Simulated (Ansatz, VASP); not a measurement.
## As: VASP beside Ansatz

File INCAR:

```
PREC     = Accurate       # precision mode
ENCUT    = 520            # plane-wave cutoff, eV
EDIFF    = 1E-6           # SCF threshold, eV
ISMEAR   = 0              # smearing method
SIGMA    = 0.1            # smearing width, eV
LREAL    = False          # projectors in reciprocal space
LASPH    = True           # aspherical terms in the spheres
NELM     = 60             # most SCF steps
ALGO     = Normal         # electronic algorithm
ISIF     = 2              # what is computed and relaxed
LWAVE    = False          # write WAVECAR
LCHARG   = False          # write CHGCAR
GGA      = CA             # functional
NBANDS   = 12             # bands
```

File KPOINTS:

```
regular mesh
0
Gamma
  6 6 6
```

File POSCAR:

```
As
1.0
    1.8807968987      1.0858785957      3.5140619945
   -1.8807968987      1.0858785957      3.5140619945
    0.0000000000     -2.1717571915      3.5140619945
As
2
Direct
    0.7740000000      0.7740000000      0.7740000000
    0.2260000000      0.2260000000      0.2260000000
```

Input for Ansatz:

```yaml
crystal:
  lattice:
    - [1.8807968987, 1.0858785957, 3.5140619945]
    - [-1.8807968987, 1.0858785957, 3.5140619945]
    - [0.0, -2.1717571915, 3.5140619945]
  atoms:
    - { symbol: As, position: [0.774, 0.774, 0.774] }
    - { symbol: As, position: [0.226, 0.226, 0.226] }
basis:
  ecutwfc: 420
kpoints:
  mp_grid: { grid: [6, 6, 6] }
hamiltonian:
  xc: lda
scf:
  occupations: { method: gaussian, width: 0.1 }
output:
  forces: true
  stress: true
  eigenvalues: true
```

Alike in both runs: task single point; functional LDA; k mesh 6 × 6 × 6; occupations gaussian, width 0.1 eV; no spin polarisation.

```csv
,VASP,Ansatz
version,VASP 6.6.1,Ansatz 0.2.0
potentials or method,"VASP PAW LDA potentials, release 64 (As)","scalar-relativistic, plane waves, PAW"
plane-wave cutoff (eV),520,420
valence electrons in the cell,10,30
```

Ansatz gave:

```
gap on the k mesh at the Fermi level (eV)       : none
pressure (GPa)                                  : -1.5
largest component of the traceless stress (GPa) : 0.73
rms of the force components (eV/Å)              : 0.092
```

Problem. Which values does VASP return?

Solution. gap on the k mesh at the Fermi level (eV): none; pressure (GPa): -1.1; largest component of the traceless stress (GPa): 0.86; rms of the force components (eV/Å): 0.133.

Atom by atom the forces differ by 0.040 eV/Å (rms over components). A gap of «none» marks a metal or a gap that the smearing closes. The two sets of potentials don't hold the same shells in valence.
